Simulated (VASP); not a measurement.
SnO2 (Cassiterite):

```
Sn O
1.0
     4.73800    0.00000    0.00000
     0.00000    4.73800    0.00000
     0.00000    0.00000    3.18650
Sn O
2 4
Direct
  0.50000 0.50000 0.50000
  0.00000 0.00000 0.00000
  0.80710 0.19290 0.50000
  0.69290 0.69290 0.00000
  0.19290 0.80710 0.50000
  0.30710 0.30710 0.00000
```

- Program: VASP 6.6.1
- Task: single point
- Functional: PBE
- Potentials or basis: VASP PAW PBE potentials, release 64 (Sn_d, O)
- Cutoff: 520 eV
- k mesh: 6 × 6 × 8
- Occupations: fermi-dirac, width 0.05 eV
- Spin: no spin polarisation

On this cell: pressure 11.8 GPa; largest force 0.294 eV/Å; band gap on the k mesh 1.27 eV, direct.

The same run follows on a disturbed copy (atoms moved at random, drawn with an rms of 0.05 Å):

```
CELL_PARAMETERS angstrom
4.73800 0.00000 0.00000
0.00000 4.73800 0.00000
0.00000 0.00000 3.18650
ATOMIC_POSITIONS crystal
Sn 0.50136 0.50951 0.49746
Sn 0.99024 0.00615 0.99822
O 0.80742 0.19471 0.50555
O 0.69731 0.69922 0.00342
O 0.20807 0.81229 0.50986
O 0.30845 0.30649 0.98763
```

What does the disturbed cell give?

The energy moves by +17.1 meV/atom; pressure 11.8 GPa; largest force 1.759 eV/Å; band gap on the k mesh 1.16 eV, direct.

Forces in eV/Å, atoms in the order of the input:
```
Sn  -0.229 -0.849 -0.081
Sn   1.652 -0.219  0.563
O   -0.526  0.604 -0.445
O    0.071 -0.267 -0.140
O   -0.990  0.646 -0.418
O    0.022  0.085  0.520
```

Stress tensor (GPa, compression positive):
```
10.62 -0.19 -0.61
-0.19 11.35 -0.85
-0.61 -0.85 13.41
```

Caveats: spin-orbit coupling is left out, which moves the levels of the heavy elements.

